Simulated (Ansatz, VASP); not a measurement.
# Cross-check of Si54SbC53 (Sb_C) between VASP and Ansatz, part 2 of 2

Aim: how closely do two programs agree when they are given the same cell, functional and k mesh? Of the first pair: The structure shown is the start of the Ansatz relaxation below; VASP solves that cell, so the two are compared at the walk's first step.

VASP 6.6.1 and Ansatz 0.2.0.

So far. Step 3 (VASP: single point, r2SCAN, start cell, pair 1): The run ends at a pressure of 10.50 GPa, with forces up to 27 eV/Å.

**4. Side by side**

Known differences besides the potentials themselves: VASP keeps PBE cores, Ansatz makes them for the functional; fixed occupations in Ansatz, narrow Gaussian smearing in VASP; the cutoff is 500 eV in Ansatz and 580 eV in VASP (PREC = Accurate, projectors in real space). Total energies have different zeros and are not compared.

Forces on 7 of the 108 atoms, those with the largest forces and the largest differences (eV/Å; atoms numbered as in POSCAR):

| atom | Ansatz x, y, z | VASP x, y, z |
| --- | --- | --- |
| Si27 | 1.015, 0.333, 18.935 | 1.030, 0.346, 18.952 |
| Si29 | -22.305, -12.949, -8.438 | -22.317, -12.967, -8.430 |
| Si32 | 2.016, -0.409, -0.834 | 2.006, -0.409, -0.837 |
| Si47 | 17.388, -8.686, -6.476 | 17.463, -8.716, -6.469 |
| Si53 | 1.204, 21.070, -6.790 | 1.226, 21.103, -6.778 |
| C107 | 0.201, -0.497, -2.222 | 0.200, -0.495, -2.213 |
| Sb108 | 5.409, 2.144, 4.427 | 5.317, 2.134, 4.410 |

The forces differ by 8.8 meV/Å r.m.s., which is 0.3 % of the r.m.s. force of 2.654 eV/Å (both taken over all components). The cell carries a charge of -1 e against a uniform background, so its pressure also hangs on how the neutralising background is counted, and in a defect's cell a gap may be the spacing between its levels.

**5. Ansatz: relaxation, r2SCAN**

This run makes the geometry at which the two programs are then compared.

The structure compared here is the end of the Ansatz relaxation.

Contents of input.yaml:

```yaml
crystal:
  lattice:
    - [9.23599493, 0.0, 0.0]
    - [-4.61799746, 7.99860624, 0.0]
    - [0.0, 0.0, 15.1078644]
  atoms:
    - { symbol: Si, position: [0.11111111, 0.22222222, 0.8329854] }
    - { symbol: Si, position: [0.22222222, 0.11111111, 0.3329854] }
    - { symbol: Si, position: [0.22222222, 0.11111111, 0.66650102] }
[... 1 atom line left out ...]
    - { symbol: Si, position: [0.0, 0.0, 0.49972248] }
[... 2 atom lines left out ...]
    - { symbol: C, position: [0.0, 0.0, 0.37436694] }
    - { symbol: C, position: [0.11111111, 0.22222222, 0.70799668] }
[... 1 atom line left out ...]
    - { symbol: C, position: [0.22222222, 0.11111111, 0.54152848] }
[... 5 atom lines left out ...]
    - { symbol: Si, position: [0.0, 0.33333333, 0.49972248] }
[... 1 atom line left out ...]
    - { symbol: C, position: [0.0, 0.33333333, 0.87436694] }
    - { symbol: C, position: [0.0, 0.33333333, 0.37436694] }
    - { symbol: C, position: [0.11111111, 0.55555556, 0.70799668] }
[... 1 atom line left out ...]
    - { symbol: C, position: [0.22222222, 0.44444444, 0.54152848] }
[... 1 atom line left out ...]
    - { symbol: Si, position: [0.11111111, 0.88888889, 0.8329854] }
    - { symbol: Si, position: [0.22222222, 0.77777778, 0.3329854] }
    - { symbol: Si, position: [0.22222222, 0.77777778, 0.66650102] }
[... 1 atom line left out ...]
    - { symbol: Si, position: [0.0, 0.66666667, 0.49972248] }
[... 2 atom lines left out ...]
    - { symbol: C, position: [0.0, 0.66666667, 0.37436694] }
    - { symbol: C, position: [0.11111111, 0.88888889, 0.70799668] }
[... 1 atom line left out ...]
    - { symbol: C, position: [0.22222222, 0.77777778, 0.54152848] }
[... 5 atom lines left out ...]
    - { symbol: Si, position: [0.33333333, 0.0, 0.49972248] }
[... 1 atom line left out ...]
    - { symbol: C, position: [0.33333333, 0.0, 0.87436694] }
    - { symbol: C, position: [0.33333333, 0.0, 0.37436694] }
    - { symbol: C, position: [0.44444444, 0.22222222, 0.70799668] }
[... 1 atom line left out ...]
    - { symbol: C, position: [0.55555556, 0.11111111, 0.54152848] }
[... 2 atom lines left out ...]
    - { symbol: Si, position: [0.55555556, 0.44444444, 0.3329854] }
    - { symbol: Si, position: [0.55555556, 0.44444444, 0.66650102] }
[... 1 atom line left out ...]
    - { symbol: Si, position: [0.33333333, 0.33333333, 0.49972248] }
[... 3 atom lines left out ...]
    - { symbol: C, position: [0.44444444, 0.55555556, 0.70799668] }
[... 1 atom line left out ...]
    - { symbol: Sb, position: [0.55555556, 0.44444444, 0.54152848] }
[... 5 atom lines left out ...]
    - { symbol: Si, position: [0.33333333, 0.66666667, 0.49972248] }
[... 2 atom lines left out ...]
    - { symbol: C, position: [0.33333333, 0.66666667, 0.37436694] }
[... 5 atom lines left out ...]
    - { symbol: Si, position: [0.88888889, 0.11111111, 0.3329854] }
    - { symbol: Si, position: [0.88888889, 0.11111111, 0.66650102] }
[... 1 atom line left out ...]
    - { symbol: Si, position: [0.66666667, 0.0, 0.49972248] }
[... 2 atom lines left out ...]
    - { symbol: C, position: [0.66666667, 0.0, 0.37436694] }
    - { symbol: C, position: [0.77777778, 0.22222222, 0.70799668] }
[... 3 atom lines left out ...]
    - { symbol: Si, position: [0.77777778, 0.55555556, 0.8329854] }
[... 2 atom lines left out ...]
    - { symbol: Si, position: [0.77777778, 0.55555556, 0.16650102] }
[... 3 atom lines left out ...]
    - { symbol: C, position: [0.66666667, 0.33333333, 0.37436694] }
[... 4 atom lines left out ...]
    - { symbol: Si, position: [0.77777778, 0.88888889, 0.8329854] }
    - { symbol: Si, position: [0.88888889, 0.77777778, 0.3329854] }
[... 1 atom line left out ...]
    - { symbol: Si, position: [0.77777778, 0.88888889, 0.16650102] }
[... 2 atom lines left out ...]
    - { symbol: C, position: [0.66666667, 0.66666667, 0.87436694] }
    - { symbol: C, position: [0.66666667, 0.66666667, 0.37436694] }
[... 1 atom line left out ...]
    - { symbol: C, position: [0.88888889, 0.77777778, 0.20799668] }
[... 1 atom line left out ...]
    - { symbol: C, position: [0.77777778, 0.88888889, 0.04152848] }
  host:
    repeats: [3, 3, 1]
    atoms:
      - { symbol: Si, position: [0.33333333, 0.66666667, 0.8329854] }
      - { symbol: Si, position: [0.66666667, 0.33333333, 0.3329854] }
      # ... 10 more atoms of the perfect host
total_charge: -1
basis:
  ecutwfc: 500
  xc_grid: 2
hamiltonian:
  xc: r2scan
  pseudopotentials: { kind: paw, azcp: { folder: soft_1 } }
kpoints:
  mp_grid: { grid: [1, 1, 1], shift: [0.25, 0.25, 0.25] }
scf:
  occupations: { method: fixed }
  max_iter: 80
output:
  forces: true
  charged_corrections:
    epsilon: [7.09, 7.09, 7.35]
    static_epsilon: [10.43, 10.43, 10.95]
    defect_position: [0.555556, 0.444444, 0.541528]
relax:
  f_tol: 0.02
  max_steps: 80
  random_displacement: { amplitude: 0.05, seed: 6821 }
checkpoint:
  write: "../qm1.relax.run"
  compress: false
  write_wavefunctions: true
  write_every: 100000
```

The run is started by

```sh
ansatz run input.yaml --threads 4 --pin off --max-ram 15073MiB --backend cpu --events-out ev --progress --plain --runs-dir out
```

Numbers of over 12 decimals in the logs are rounded to 6 here.

What it wrote:

```text
[...]
Crystal: 108 atoms, lattice volume = 1116.095 Å³
Basis set: ecut = 500 eV, 28399 PW (Γ), exchange–correlation on 144×144×240 points (8 copies of the dense FFT grid, shifted against one another)
Bands: 330, of which v1, the nominal top of the filled ones, is band 222 counted from 1 (221 counted from 0)
Symmetry: 1 space group operations
k-points: 1
[...]
SCF iter   1: F=—  HF=-54398.307297 eV  |F-HF|=—  |Δ(HF+E_count)|=         —  Δρ=1.30e-1  dr2=2.31e2  dr2_τ=2.69e1  ethr=3.10e-3  ⟨swp⟩=5.0  Hψ=1127  notcnv=0  defer=104
[...]
- { symbol: C, position: [-0.00119094, 0.335369, 0.374146] }
[...]
- { symbol: Sb, position: [0.553240, 0.446979, 0.545681] }
[...]
- { symbol: Si, position: [0.891021, 0.776744, 0.668294] }
    - { symbol: Si, position: [0.778011, 0.889542, 0.166301] }
    - { symbol: Si, position: [0.692822, 0.717375, 0.490135] }
    - { symbol: Si, position: [0.667696, 0.666239, 1.000546] }
[...]
- { symbol: C, position: [0.778191, 0.887216, 0.708241] }
    - { symbol: C, position: [0.889842, 0.778337, 0.206094] }
    - { symbol: C, position: [0.896925, 0.783650, 0.542912] }
    - { symbol: C, position: [0.778538, 0.888734, 0.042207] }
```

**6. VASP: single point, r2SCAN, relaxed cell, pair 2**

The same cell, functional and mesh now go to VASP, with its own data sets.

Contents of INCAR:

```
SYSTEM = Si54SbC53
PREC = Accurate
ENCUT = 580
EDIFF = 1E-06
NELM = 120
ISMEAR = 0
SIGMA = 0.01
LREAL = Auto
ALGO = Normal
METAGGA = R2SCAN
LASPH = .TRUE.
NELECT = 434
NBANDS = 296
LORBIT = 11
LWAVE = .FALSE.
LCHARG = .FALSE.
ISIF = 2
ISYM = 0
GGA_COMPAT = .FALSE.
EFERMI = MIDGAP
LMIXTAU = .TRUE.
NCORE = 2
```

Contents of POSCAR:

```
Si54SbC53
1.0
    9.2359949308     -0.0000000029      0.0000000000
   -4.6179974629      7.9986062407      0.0000000000
    0.0000000000      0.0000000000     15.1078644000
Si C Sb
54 53 1
Direct
    0.1125272804      0.2201568592      0.8332078373
    0.2196289625      0.1099886797      0.3297441026
    0.2228538426      0.1087276721      0.6682928440
[... 1 atom line left out ...]
    0.9987974294      0.0009786342      0.4993027446
[... 2 atom lines left out ...]
    0.2195294176      0.4459722440      0.3302767108
    0.2219479168      0.4444354586      0.6675455432
[... 1 atom line left out ...]
    0.0001969564      0.3337225322      0.5002347275
[... 5 atom lines left out ...]
    0.0003390412      0.6671078726      0.4997755038
[... 1 atom line left out ...]
    0.4437852952      0.2176985274      0.8371212691
    0.5540036410      0.1096588874      0.3302944066
    0.5550383157      0.1096627390      0.6675876677
[... 1 atom line left out ...]
    0.3322207180      0.9991651697      0.4998079946
[... 1 atom line left out ...]
    0.4442014615      0.5548853834      0.8373154726
    0.5546927935      0.4457579281      0.3329646002
    0.5563039942      0.4434459893      0.7001732795
[... 1 atom line left out ...]
    0.2829038025      0.3074226244      0.4901166669
[... 2 atom lines left out ...]
    0.5543824785      0.7806935282      0.3301962238
    0.5551339225      0.7776846615      0.6675436154
[... 1 atom line left out ...]
    0.3329574327      0.6668845614      0.4994270126
[... 5 atom lines left out ...]
    0.6659856524      0.9997990842      0.5002169689
[... 1 atom line left out ...]
    0.7812529366      0.5551679170      0.8371236506
    0.8904978490      0.4462895566      0.3303134535
    0.8898858366      0.4442340601      0.6674692774
[... 1 atom line left out ...]
    0.6873087117      0.3117483600      0.4909148110
[... 2 atom lines left out ...]
    0.8904536843      0.7808346648      0.3297195667
    0.8910206354      0.7767441995      0.6682942352
[... 1 atom line left out ...]
    0.6928224627      0.7173745954      0.4901350627
[... 3 atom lines left out ...]
    0.1121193078      0.2211814231      0.7082539453
[... 1 atom line left out ...]
    0.2161261693      0.1031308168      0.5428603187
[... 5 atom lines left out ...]
    0.2162938414      0.4455598260      0.5423302348
[... 2 atom lines left out ...]
    0.9982185344      0.6679640139      0.3737020809
[... 5 atom lines left out ...]
    0.3324035212      0.0021530069      0.3737223902
    0.4413509963      0.2132603168      0.7141271611
[... 1 atom line left out ...]
    0.5535974481      0.1042164434      0.5419251627
[... 2 atom lines left out ...]
    0.3265580722      0.3316935169      0.3688547181
    0.4408716273      0.5584467327      0.7142110336
[... 3 atom lines left out ...]
    0.3325994992      0.6678272434      0.3736146137
[... 2 atom lines left out ...]
    0.5541890830      0.7834834924      0.5423105676
[... 3 atom lines left out ...]
    0.7782535506      0.2213826779      0.7086363995
[... 4 atom lines left out ...]
    0.6682186353      0.3319393794      0.3691542534
    0.7866193534      0.5583666835      0.7140708049
[... 1 atom line left out ...]
    0.8949147507      0.4452610746      0.5418068340
[... 2 atom lines left out ...]
    0.6689576030      0.6739991826      0.3688608539
    0.7781910127      0.8872157942      0.7082413805
[... 1 atom line left out ...]
    0.8969252928      0.7836498737      0.5429119864
[... 1 atom line left out ...]
    0.5532395712      0.4469793899      0.5456813254
```

Contents of KPOINTS:

```
Points of the shifted mesh
1
Reciprocal
 0.2500000000  0.2500000000  0.2500000000 1
```

The projector-augmented-wave data sets are Si, C and Sb (PBE family, release 64).

The run is started by

```sh
mpirun -np 8 vasp_std
```

What it wrote:

```text
[banner, memory and clock lines left out]
running    8 mpi-ranks, on    1 nodes
[...]
[... a notice as in an earlier step ...]

 LDA part: xc-table for (None), standard interpolation
 POSCAR, INCAR and KPOINTS ok, starting setup
[...]
entering main loop
       N       E                     dE             d eps       ncg     rms          rms(c)
DAV:   1     0.126023830484E+04    0.12602E+04   -0.21836E+05   592   0.150E+03
DAV:   2    -0.103359175280E+04   -0.22938E+04   -0.21671E+04   720   0.256E+02
DAV:   3    -0.120042652864E+04   -0.16683E+03   -0.16489E+03   736   0.643E+01
DAV:   4    -0.120446901116E+04   -0.40425E+01   -0.40225E+01   728   0.110E+01
DAV:   5    -0.120460860166E+04   -0.13959E+00   -0.13942E+00   744   0.190E+00BRMIX: very serious problems
 the old and the new charge density differ
 old charge density:   433.00000 new  434.00000
    0.678E+01
DAV:   6    -0.110311946876E+04    0.10149E+03   -0.28929E+02   688   0.234E+01    0.385E+01
DAV:   7    -0.104378381003E+04    0.59336E+02   -0.20858E+01   712   0.808E+00    0.152E+01
DAV:   8    -0.109658906066E+04   -0.52805E+02   -0.14281E+01   624   0.766E+00    0.106E+01
DAV:   9    -0.106837269429E+04    0.28216E+02   -0.40530E+00   640   0.432E+00    0.495E+00
[...]
DAV:  23    -0.104442206394E+04   -0.31546E-04   -0.21237E-05   640   0.106E-02    0.163E-02
DAV:  24    -0.104442208759E+04   -0.23657E-04   -0.12744E-05   664   0.927E-03    0.961E-03
DAV:  25    -0.104442208787E+04   -0.27186E-06   -0.19191E-06   432   0.323E-03
   1 F= -.10444221E+04 E0= -.10444221E+04  d E =-.150360-106
```

OUTCAR, selected parts (step 6):

```text
  FREE ENERGIE OF THE ION-ELECTRON SYSTEM (eV)
  ---------------------------------------------------
  free  energy   TOTEN  =     -1044.4220878655 eV

  energy  without entropy=    -1044.4220878655  energy(sigma->0) =    -1044.42208787
```

The run ends at a pressure of 5.75 GPa, with forces up to 0.12 eV/Å.

**7. Differences**

The two programs side by side:

| quantity | Ansatz | VASP | difference |
| --- | --- | --- | --- |
| gap on the k mesh (eV) | 0.311 | 0.311 | 0.000 |

At this near-relaxed geometry the largest component of a force difference is 94 meV/Å. A gap on the mesh is an upper bound, since the band edges may lie between its points. The cell carries a charge of -1 e against a uniform background, so its pressure also hangs on how the neutralising background is counted, and in a defect's cell a gap may be the spacing between its levels.

**8. What came out**

```yaml
r_m_s_force_difference_single_point_r2scan_start_cell_pair_1: 0.33 % of the r.m.s. force
difference_in_gap_on_the_k_mesh_single_point_r2scan_relaxed_cell_pair_2: 4.0e-5 eV
r_m_s_force_difference_single_point_r2scan_relaxed_cell_pair_2: 12 meV/Å
```

What this shows: The r.m.s. force difference is 12 meV/Å (single point, r2SCAN, relaxed cell, pair 2), at about the 12 meV/Å picked in this series as the mark of a large difference. The data sets hold unlike numbers of valence electrons (444 in Ansatz and 434 in VASP), so part of the differences comes from the potentials. Such differences can come from data sets, numerical settings and the points named under the comparisons, not from the functional's error against experiment.

[Lines on the potential files, build, host, timing and source positions are cut from VASP's logs without a mark.]

[Logs are printed without paths, hosts, clocks, repeated set-up lines and the standing remarks that a program may print on its own settings, such as how far it seeks lower states.]

[Hosts, paths, dates, database ids (printed as entryN), source tags and the programs' standing remarks are cut or masked in the printed files.]
